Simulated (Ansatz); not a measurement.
Two G0W0 runs on WSe2 (layers cut from the bulk crystal).

The cell holds 3 atoms: 2 Se and 1 W. Its edges and angles: a = 3.240 Å, b = 3.240 Å, c = 29.900 Å, α = 90.0°, β = 90.0°, γ = 120.0°. It derives from WSe2. Vacuum lies along c.

```xyz
3
Lattice="3.2405 0.0000 0.0000 -1.6202 2.8063 0.0000 0.0000 0.0000 29.9000" Properties=species:S:1:pos:R:3
Se    0.0000    1.8709   13.2695
W     1.6202    0.9354   14.9500
Se    0.0000    1.8709   16.6305
```

The structure was relaxed with PBEsol-D3(BJ). The runs that relaxed it are not among those shown. Spin-orbit coupling is left out unless a run names it.

The first (Ansatz 0.2.0; start PBEsol, 6×6×1 mesh, 361 empty bands, screening to 70 eV, PAW set soft_1 files; 1 × NVIDIA H100 80GB HBM3 (shared by 6 runs) with 2 threads of AMD EPYC 7R13 (Zen 3), shared host) gave, on its mesh: starting gap 1.65 eV, G0W0 gap 2.28 eV, mean of 1 + 4πα/V (set by the cell height) 3.14, 20 s.

The second gave: starting gap 1.65 eV, G0W0 gap 2.25 eV, mean of 1 + 4πα/V (set by the cell height) 3.16, 10 s.

**Question.** What was changed in the input? Choose among start, files, mesh, bands and cutoff, frequency model or another key.

Changed: empty bands from 361 to 144 and screening cutoff (eV) from 70.0 to 38. The starting gap stayed, which rules out the functional and points to the GW step. Other changes could give like numbers; this is the one that was made.

Limits: not at the basis limit; coarse mesh for a sheet; no spin-orbit coupling.

[Paths, hosts, dates, memory and timing lines, banners, echoed tables and standing remarks are left out of the program output.]

[Logs are printed without paths, hosts, clocks, repeated set-up lines and the standing remarks that a program may print on its own settings, such as how far it seeks lower states.]

[Runs of the session that timed out or met a known fault of the program may be left out.]

[Cells called generated may have been cut or substituted from an entry of the Crystallography Open Database or the Materials Project.]

[Hosts, paths, dates, database ids (printed as entryN), source tags and the programs' standing remarks are cut or masked in the printed files.]
